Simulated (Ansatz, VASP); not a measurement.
**One calculation of Ni, two programs**

INCAR

```
SYSTEM = Ni
  PREC = Accurate
  ENCUT = 520
  EDIFF = 1E-6
  ISMEAR = 0
  SIGMA = 0.1
  LREAL = .False.
  LASPH = .True.
  NELM = 150
  ALGO = Normal
  ISIF = 2
  LWAVE = .False.
  LCHARG = .False.
  ISPIN = 2
  MAGMOM = 2
  LORBIT = 11
  LMAXMIX = 4
  GGA = PS
  NBANDS = 15
```

KPOINTS

```
Automatic mesh
0
Gamma
  10 10 10
  0 0 0
```

The input POSCAR:

```
Ni
1.0
   -1.3858770668      1.3858770668      1.3042789961
    1.3858770668     -1.3858770668      1.3042789961
    1.3858770668      1.3858770668     -1.3042789961
Ni
1
Direct
    0.0000000000      0.0000000000      0.0000000000
```

Input for Ansatz:

```yaml
crystal:
  lattice:
    - [-1.3858770668, 1.3858770668, 1.3042789961]
    - [1.3858770668, -1.3858770668, 1.3042789961]
    - [1.3858770668, 1.3858770668, -1.3042789961]
  atoms:
    - { symbol: Ni, position: [0.0, 0.0, 0.0], spin: 2.0 }
basis:
  ecutwfc: 420
kpoints:
  mp_grid: { grid: [10, 10, 10] }
hamiltonian:
  xc: pbesol
scf:
  occupations: { method: gaussian, width: 0.1 }
  lower_state_search: "off"
output:
  forces: true
  stress: true
  eigenvalues: true
  populations: true
magnetization:
  spin_polarized: true
```

Alike in both runs: task single point; functional PBEsol; k mesh 10 × 10 × 10; occupations gaussian, width 0.1 eV; collinear spin.

```csv
,VASP,Ansatz
version,VASP 6.6.1,Ansatz 0.2.0
potentials or method,"VASP PAW PBE potentials, release 64 (Ni)","scalar-relativistic, plane waves, PAW"
plane-wave cutoff (eV),520,420
valence electrons in the cell,10,18
```

```tsv
	VASP	Ansatz	Ansatz less VASP
gap on the k mesh at the Fermi level (eV)	none	none	-
pressure (GPa)	9.7	10.0	+0.32
largest component of the traceless stress (GPa)	2.30	2.64	+0.339
net moment per atom (μB)	0.37	0.39	+0.016
size of the moment on the site where the two differ most (μB)	0.37	0.41	+0.036
```

Site moments also hang on the region over which each program counts them. A gap of «none» marks a metal or a gap that the smearing closes. With one functional, cell and mesh, what is left measures potentials, basis and numerics. The two sets of potentials don't hold the same shells in valence.

Caveats: the PAW data sets were made with another functional, which shifts forces and pressure a little (VASP).
